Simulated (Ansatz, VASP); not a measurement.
# Two plane-wave programs on TiPt3

File POSCAR:

```
TiPt3
1.0
    3.9734311690      0.0000000000      0.0000000000
    0.0000000000      3.9734311690      0.0000000000
    0.0000000000      0.0000000000      3.9734311690
Ti Pt
1 3
Direct
    0.0000000000      0.0000000000      0.0000000000
    0.0000000000      0.5000000000      0.5000000000
    0.5000000000      0.0000000000      0.5000000000
    0.5000000000      0.5000000000      0.0000000000
```

Contents of INCAR.step1:

```
SYSTEM = TiPt3
PREC = Accurate ; ENCUT = 520
ISMEAR = 1 ; SIGMA = 0.1
LREAL = .FALSE. ; LASPH = .TRUE.
NELM = 60 ; NBANDS = 29
GGA = PE ; ALGO = Normal
EDIFF = 1E-4 ; LWAVE = .TRUE.
LCHARG = .FALSE.
```

Contents of INCAR.step2:

```
SYSTEM = TiPt3
PREC = Accurate ; ENCUT = 520
EDIFF = 1E-6 ; ISMEAR = 1
SIGMA = 0.1 ; LREAL = .FALSE.
LASPH = .TRUE. ; NELM = 60
ALGO = Normal ; ISIF = 2
LWAVE = .FALSE. ; LCHARG = .FALSE.
METAGGA = R2SCAN ; LMIXTAU = .TRUE.
NBANDS = 29 ; ISTART = 1
```

File KPOINTS:

```
Automatic mesh
0
G
  6 6 6
  0 0 0
```

Input for Ansatz:

```yaml
crystal:
  lattice:
    - [3.973431168979377, 0.0, 0.0]
    - [0.0, 3.973431168979377, 0.0]
    - [0.0, 0.0, 3.973431168979377]
  atoms:
    - { symbol: Ti, position: [0.0, 0.0, 0.0] }
    - { symbol: Pt, position: [0.0, 0.5, 0.5] }
    - { symbol: Pt, position: [0.5, 0.0, 0.5] }
    - { symbol: Pt, position: [0.5, 0.5, 0.0] }
basis:
  ecutwfc: 550.0
kpoints:
  mp_grid:
    grid: [6, 6, 6]
hamiltonian:
  xc: r2scan
scf:
  occupations:
    method: cold
output:
  stress: true
```

Alike in both runs: task single point; functional r2SCAN; k mesh 6 × 6 × 6; no spin polarisation.

|  | VASP | Ansatz |
| --- | --- | --- |
| version | VASP 6.6.1 | Ansatz 0.2.0 |
| potentials or method | VASP PAW PBE potentials, release 64 (Ti_sv, Pt) | plane waves, PAW |
| plane-wave cutoff (eV) | 520 | 550 |
| occupations | methfessel-paxton of order 1, width 0.1 eV | cold |
| valence electrons in the cell | 42 | 66 |

|  | VASP | Ansatz | Ansatz less VASP |
| --- | --- | --- | --- |
| pressure (GPa) | -8.8 | -9.4 | -0.55 |

The two sets of potentials don't hold the same shells in valence.

Caveats: the PAW data sets were made with another functional, which shifts forces and pressure a little (VASP). The runs have no spin-orbit coupling, so splittings on Pt are missing.
